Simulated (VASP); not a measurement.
# BN (Qingsongite) (F-43m) in VASP: settings compared

Aim: see how the results for BN (Qingsongite) move with the level of theory and the settings. Levels: PBE, LDA, r2SCAN. Tasks: single point, relaxation of cell and atoms.

All numbers are computed with VASP 6.6.1; they aren't measurements. Logs are shortened: lines on timing, memory, paths and dates and some standing lists are left out, and cuts for length are marked.

**Experimental background.**

A printed reference work, monograph reports, for a bulk crystal of BN at 300 K: band gap 6.4 eV (indirect).

The runs below are set against these values where they give the same quantity.

### 1 The cell of the first run

It takes space group F-43m (No. 216, cubic). Conventional cell: a = 3.625 Å, b = 3.625 Å, c = 3.625 Å, α = 90.00°, β = 90.00°, γ = 90.00°. B (site symmetry -43m) has 4 N at 1.57 Å within 2.1 Å. N (site symmetry -43m) has 4 B at 1.57 Å within 2.1 Å.

### 2 Single point, PBE

Input file INCAR:

```
SYSTEM = BN
PREC = Accurate
ENCUT = 520
EDIFF = 1E-6
ISMEAR = 0
SIGMA = 0.01
LREAL = .FALSE.
LASPH = .TRUE.
NELM = 60
ALGO = Normal
ISIF = 2
LWAVE = .FALSE.
LCHARG = .FALSE.
GGA = PE
NBANDS = 11
```

Input file KPOINTS:

```
Automatic mesh
0
G
  10 10 10
  0 0 0
```

Input file POSCAR:

```
BN
1.0
    0.0000000000      1.8123674902      1.8123674902
    1.8123674902      0.0000000000      1.8123674902
    1.8123674902      1.8123674902      0.0000000000
B N
1 1
Direct
    0.0000000000      0.0000000000      0.0000000000
    0.2500000000      0.2500000000      0.2500000000
```

Potentials or basis: VASP PAW PBE potentials, release 64 (B, N).

Started as:

```console
> cat potpaw_PBE.64/B/POTCAR potpaw_PBE.64/N/POTCAR > POTCAR
> mpirun -np 1 vasp_std > vasp.out
```

OUTCAR:

```text
SYSTEM = BN
   PREC = Accurate
   ENCUT = 520
   EDIFF = 1E-6
   ISMEAR = 0
   LREAL = .FALSE.
   LASPH = .TRUE.
   NELM = 60
   ISIF = 2
   GGA = PE

 ion  position               nearest neighbor table
   1  0.000  0.000  0.000-   2 1.57   2 1.57   2 1.57   2 1.57
   2  0.250  0.250  0.250-   1 1.57   1 1.57   1 1.57   1 1.57

  LATTYP: Found a face centered cubic cell.
 ALAT       =     3.6247349804

  Lattice vectors:

 A1 = (   0.0000000000,   1.8123674902,   1.8123674902)
 A2 = (   1.8123674902,   0.0000000000,   1.8123674902)
 A3 = (   1.8123674902,   1.8123674902,   0.0000000000)

Analysis of symmetry for initial positions (statically):
=====================================================================
 Subroutine PRICEL returns:
 Original cell was already a primitive cell.

 Routine SETGRP: Setting up the symmetry group for a
 face centered cubic supercell.

 Subroutine GETGRP returns: Found 24 space group operations
 (whereof 24 operations were pure point group operations)
 out of a pool of 48 trial point group operations.

The static configuration has the point symmetry T_d .

Analysis of symmetry for dynamics (positions and initial velocities):
=====================================================================
 Subroutine PRICEL returns:
 Original cell was already a primitive cell.

 Routine SETGRP: Setting up the symmetry group for a
 face centered cubic supercell.

 Subroutine GETGRP returns: Found 24 space group operations
 (whereof 24 operations were pure point group operations)
 out of a pool of 48 trial point group operations.

The dynamic configuration has the point symmetry T_d .

 Subroutine INISYM returns: Found 24 space group operations
 (whereof 24 operations are pure point group operations),
 and found     1 'primitive' translations

----------------------------------------------------------------------------------------

                                     Primitive cell

  volume of cell :      11.9061

  direct lattice vectors                    reciprocal lattice vectors
     0.000000000  1.812367490  1.812367490    -0.275882238  0.275882238  0.275882238
     1.812367490  0.000000000  1.812367490     0.275882238 -0.275882238  0.275882238
     1.812367490  1.812367490  0.000000000     0.275882238  0.275882238 -0.275882238

  length of vectors
     2.563074685  2.563074685  2.563074685     0.477842054  0.477842054  0.477842054

  position of ions in fractional coordinates (direct lattice)
     0.000000000  0.000000000  0.000000000
     0.250000000  0.250000000  0.250000000

  ion indices of the primitive-cell ions
   primitive index   ion index
                 1           1
                 2           2

----------------------------------------------------------------------------------------

 KPOINTS: Automatic mesh

Automatic generation of k-mesh.
 Grid dimensions read from file:
 generate k-points for:   10   10   10

 Generating k-lattice:

  Cartesian coordinates                     Fractional coordinates (reciprocal lattice)
    -0.027588224  0.027588224  0.027588224     0.100000000  0.000000000  0.000000000
     0.027588224 -0.027588224  0.027588224     0.000000000  0.100000000  0.000000000
     0.027588224  0.027588224 -0.027588224     0.000000000  0.000000000  0.100000000

  Length of vectors
     0.047784205  0.047784205  0.047784205

  Shift w.r.t. Gamma in fractional coordinates (k-lattice)
     0.000000000  0.000000000  0.000000000

 Subroutine IBZKPT returns following result:
 ===========================================

 Found     47 irreducible k-points:

 Following reciprocal coordinates:
            Coordinates               Weight
  0.000000  0.000000  0.000000      1.000000
  0.100000  0.000000  0.000000      8.000000
  0.200000  0.000000  0.000000      8.000000
  0.300000  0.000000  0.000000      8.000000
  0.400000  0.000000  0.000000      8.000000
  0.500000  0.000000  0.000000      4.000000
[... 16 lines left out ...]
  0.300000  0.300000  0.000000      6.000000
  0.400000  0.300000  0.000000     24.000000
 [... further k-points ...]
   k-points           NKPTS =     47   k-points in BZ     NKDIM =     47   number of bands    NBANDS=     11
   number of dos      NEDOS =    301   number of ions     NIONS =      2
   total plane-waves  NPLWV =   8000
   dimension x,y,z NGX =    20 NGY =   20 NGZ =   20
   dimension x,y,z NGXF=    40 NGYF=   40 NGZF=   40
   ions per type =               1   1
   NGX,Y,Z   is equivalent  to a cutoff of  12.97, 12.97, 12.97 a.u.
   NGXF,Y,Z  is equivalent  to a cutoff of  25.94, 25.94, 25.94 a.u.
 SYSTEM =  BN
   PREC   = accura    normal or accurate (medium, high low for compatibility)
   ISTART =      0    job   : 0-new  1-cont  2-samecut
   ICHARG =      2    charge: 1-file 2-atom 10-const
   ISPIN  =      1    spin polarized calculation?
   LNONCOLLINEAR =      F non collinear calculations
   LSORBIT =      F    spin-orbit coupling
   LASPH  =      T    aspherical Exc in radial PAW
   ENCUT  =  520.0 eV  38.22 Ry    6.18 a.u.   4.77  4.77  4.77*2*pi/ulx,y,z
   NELM   =     60;   NELMIN=  2; NELMDL= -5     # of ELM steps
   EDIFF  = 0.1E-05   stopping-criterion for ELM
   LREAL  =      F    real-space projection
   EDIFFG = 0.1E-04   stopping-criterion for IOM
   NSW    =      0    number of steps for IOM
   IBRION =     -1    ionic relax: 0-MD 1-quasi-New 2-CG
   NFREE  =      0    steps in history (QN), initial steepest desc. (CG)
   ISIF   =      2    stress and relaxation
   ISYM   =      2    0-nonsym 1-usesym 2-fastsym
   POTIM  = 0.5000    time-step for ionic-motion
   TEBEG  =    0.0;   TEEND  =   0.0 temperature during run
   PSTRESS=    0.0 pullay stress
   NELECT =       8.0000    total number of electrons
   NUPDOWN=      -1.0000    fix difference up-down
   EMIN   =  10.00;   EMAX   =-10.00  energy-range for DOS
   EFERMI =   0.00;   METHOD = LEGACY
   ISMEAR =     0;   SIGMA  =   0.01  broadening in eV -4-tet -1-fermi 0-gaus
   EFERMI_NEDOS =   21; number of points for ismear=-14 and -15
   IALGO  =     38    algorithm
   IMIX   =      4    mixing-type and parameters
     AMIX     =   0.40;   BMIX     =  1.00
     AMIX_MAG =   1.60;   BMIX_MAG =  1.00
  volume/ion in A,a.u.               =       5.95        40.17
  Fermi-wavevector in a.u.,A,eV,Ry     =   1.433888  2.709655 27.974052  2.056035
  Thomas-Fermi vector in A             =   2.553357
   LORBIT       =      0    0 simple, 1 ext, 2 COOP (PROOUT), +10 PAW based schemes
   GGA     = PE    functional components
   LHFCALC =     F    Hartree Fock is set to
   AEXX    =    0.0000 exact exchange contribution
   IVDW    =     0    specifies the selected vdW correction
   LEPSILON=     F    determine dielectric tensor
   LRPA    =     F    only Hartree local field effects (RPA)
 non-spin polarized calculation
 Gauss-broadening in eV      SIGMA  =   0.01
  energy-cutoff  :      520.00
  volume of cell :       11.91
 maximum number of plane-waves:       332
   NGX =  9   NGY =  9   NGZ =  9

 number of electron       7.9999999 magnetization

 Free energy of the ion-electron system (eV)
  ---------------------------------------------------
  ext. energy  EPLUGINS =         0.00000000
  ---------------------------------------------------
  free energy    TOTEN  =       -17.45099274 eV

  energy without entropy =      -17.45099274  energy(sigma->0) =      -17.45099274

 E-fermi :   7.4979     XC(G=0): -12.7822

 val. band max:        7.3038935675   @ k =   0.0000   0.0000   0.0000
 cond. band min:      11.7546311772   @ k =   0.5000   0.5000   0.0000
 fundamental gap:      4.4507376097
 Fermi energy:         7.4979030673

 k-point     1 :       0.0000    0.0000    0.0000
  band No.  band energies     occupation
      1     -12.8353      2.00000
      2       7.3039      2.00000
      3       7.3039      2.00000
      4       7.3039      2.00000
      5      16.0854      0.00000
      6      16.0854      0.00000
      7      16.0854      0.00000
      8      17.5223      0.00000
      9      31.9048      0.00000
     10      34.9742      0.00000
     11      34.9742      0.00000

 k-point     2 :       0.1000    0.0000    0.0000
  band No.  band energies     occupation
      1     -12.5938      2.00000
      2       6.0407      2.00000
      3       7.0521      2.00000
      4       7.0521      2.00000
      5      16.3428      0.00000
      6      16.4660      0.00000
      7      16.4660      0.00000
      8      18.3243      0.00000
      9      31.6357      0.00000
     10      32.3888      0.00000
     11      32.3888      0.00000

 k-point     3 :       0.2000    0.0000    0.0000
  band No.  band energies     occupation
      1     -11.8830      2.00000
      2       3.3413      2.00000
      3       6.4860      2.00000
      4       6.4860      2.00000
      5      16.6951      0.00000
      6      17.2551      0.00000
      7      17.2551      0.00000
      8      19.9950      0.00000
      9      30.9231      0.00000
     10      30.9231      0.00000
     11      30.9543      0.00000

 k-point     4 :       0.3000    0.0000    0.0000
  band No.  band energies     occupation
      1     -10.7610      2.00000
      2       0.4037      2.00000
      3       5.9125      2.00000
      4       5.9125      2.00000
      5      17.0241      0.00000
      6      17.8207      0.00000
      7      17.8207      0.00000
      8      21.4041      0.00000
      9      30.4682      0.00000
     10      31.1695      0.00000
     11      31.1695      0.00000
[... 239 lines left out ...]
 k-point    22 :      -0.2000    0.2000    0.0000
  band No.  band energies     occupation
      1     -10.3902      2.00000
      2       1.1758      2.00000
      3       3.0675      2.00000
      4       6.0176      2.00000
      5      17.8035      0.00000
      6      18.2153      0.00000
      7      18.7183      0.00000
      8      20.9178      0.00000
      9      28.5569      0.00000
     10      29.5577      0.00000
     11      33.9251      0.00000

 k-point    23 :       0.3000    0.3000    0.0000
  band No.  band energies     occupation
      1     -10.0857      2.00000
      2       2.0993      2.00000
      3       3.6715      2.00000
      4       3.6715      2.00000
      5      13.4173      0.00000
      6      18.0326      0.00000
      7      21.9429      0.00000
      8      21.9429      0.00000
      9      25.9494      0.00000
     10      34.5094      0.00000
     11      39.0505      0.00000

 k-point    24 :       0.4000    0.3000    0.0000
  band No.  band energies     occupation
      1      -9.0900      2.00000
      2       0.5592      2.00000
      3       2.8278      2.00000
      4       3.2651      2.00000
      5      13.3804      0.00000
      6      17.8883      0.00000
      7      22.6776      0.00000
      8      22.7815      0.00000
      9      26.8885      0.00000
     10      34.2207      0.00000
     11      38.9626      0.00000

 [... further k-points ...]
[... 5 lines left out ...]
  --------------------------------------------------------------------------------------
  -------------------------------------------------------------------------------------
  Total        0.0171625      0.0171625      0.0171625      0.0000000      0.0000000      0.0000000
  in kB        2.3095174      2.3095174      2.3095174      0.0000000      0.0000000      0.0000000
  external PRESSURE =       2.3095174 kB  Pullay stress =       0.0000000 kB

 VOLUME and BASIS-vectors are now :
 -----------------------------------------------------------------------------
  energy-cutoff  :      520.00
  volume of cell :       11.91
      direct lattice vectors                 reciprocal lattice vectors
     0.000000000  1.812367490  1.812367490    -0.275882238  0.275882238  0.275882238
     1.812367490  0.000000000  1.812367490     0.275882238 -0.275882238  0.275882238
     1.812367490  1.812367490  0.000000000     0.275882238  0.275882238 -0.275882238

 POSITION                                       TOTAL-FORCE (eV/Angst)
 -----------------------------------------------------------------------------------
      0.00000      0.00000      0.00000        -0.000000     -0.000000     -0.000000
      0.90618      0.90618      0.90618         0.000000      0.000000      0.000000
 -----------------------------------------------------------------------------------
    total drift:                                0.000000      0.000000      0.000000

  FREE ENERGIE OF THE ION-ELECTRON SYSTEM (eV)
  ---------------------------------------------------
  free  energy   TOTEN  =       -17.4509927428 eV

  energy  without entropy=      -17.4509927428  energy(sigma->0) =      -17.45099274
```

Wall time 3.5 s (1 thread of Intel Xeon 6975P-C, shared host); peak memory 0.12 GiB.

Results:

```yaml
Free_energy: -17.4510 eV
Pressure: 0.2 GPa
Band_gap_on_the_k_mesh: 4.45 eV, indirect (least direct gap 8.78 eV)
```

(Continued in part 2 of 2.)
